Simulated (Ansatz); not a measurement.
BaTe in Ansatz: convergence with k mesh

Input of the first run (k mesh 2 × 2 × 2); the others differ in this setting and in those tied to it:

Contents of input.yaml:

```yaml
crystal:
  lattice:
    - [0.0, 3.41, 3.41]
    - [3.41, 0.0, 3.41]
    - [3.41, 3.41, 0.0]
  atoms:
    - { symbol: Ba, position: [-0.004042, 0.007037, -0.007294] }
    - { symbol: Te, position: [0.504532, 0.500023, 0.507133] }
hamiltonian:
  xc: pbe
  pseudopotentials: { kind: paw, source: jth }
kpoints:
  mp_grid: { grid: [2, 2, 2] }
scf:
  occupations: { method: gaussian, width: 0.1 }
output:
  forces: true
  stress: true
  eigenvalues: true
```

Potentials or basis: JTH PAW.

Run with:

```console
$ ansatz run input.yaml --threads 2 --pin off --max-ram 5632MiB --backend cpu --events-out ev --progress --plain --runs-dir out
```

The cell isn't the ideal one: atoms moved at random, drawn with an rms of 0.05 Å.

Hardware: 2 threads of Intel(R) Xeon(R) 6975P-C (Granite Rapids), with other jobs on the host.

Q: The values tried are 2 × 2 × 2, 3 × 3 × 3, 4 × 4 × 4, 5 × 5 × 5, 6 × 6 × 6, 8 × 8 × 8, 9 × 9 × 9, 11 × 11 × 11, loosest first. From which on does the energy stay within 1 meV/atom of the tightest run that finished?

A: From 6 × 6 × 6 on.

```csv
k mesh,"energy less the tightest run, at zero smearing (meV/atom)",pressure (GPa),largest force (eV/Å),gap on the mesh (eV),SCF cycles,CPU time (s),peak memory (GiB)
2 × 2 × 2,260.00,6.34,0.061,1.174,7,1.1,0.38
3 × 3 × 3,30.98,4.55,0.196,1.586,7,1.8,0.41
4 × 4 × 4,6.22,4.28,0.238,1.332,7,3.8,0.47
5 × 5 × 5,1.45,4.21,0.249,1.439,7,5.8,0.53
6 × 6 × 6,0.39,4.19,0.252,1.339,7,11,0.63
8 × 8 × 8,0.03,4.19,0.254,1.340,7,25,0.88
9 × 9 × 9,0.01,4.18,0.254,1.371,7,37,1.1
11 × 11 × 11,0.00,4.18,0.254,1.361,7,62,1.6
```

Against the tightest run, the pressure stays within 0.1 GPa from 4 × 4 × 4 on; the largest force stays within 0.005 eV/Å from 5 × 5 × 5 on. Not settled before the last step: the gap on the mesh (to 0.01 eV). Meshes of other sizes hit other points, so gaps and Fermi surfaces needn't settle smoothly. The tightest run that finished is the yardstick and may itself not be fully converged.

Caveat, for the tightest run too: this barium file gives pressures and gaps apart from those of other sets; odd divisions of the mesh miss points on the zone boundary, where band edges often lie, so the gap on the mesh can be too wide; spin-orbit coupling is left out, which moves the levels of the heavy elements.
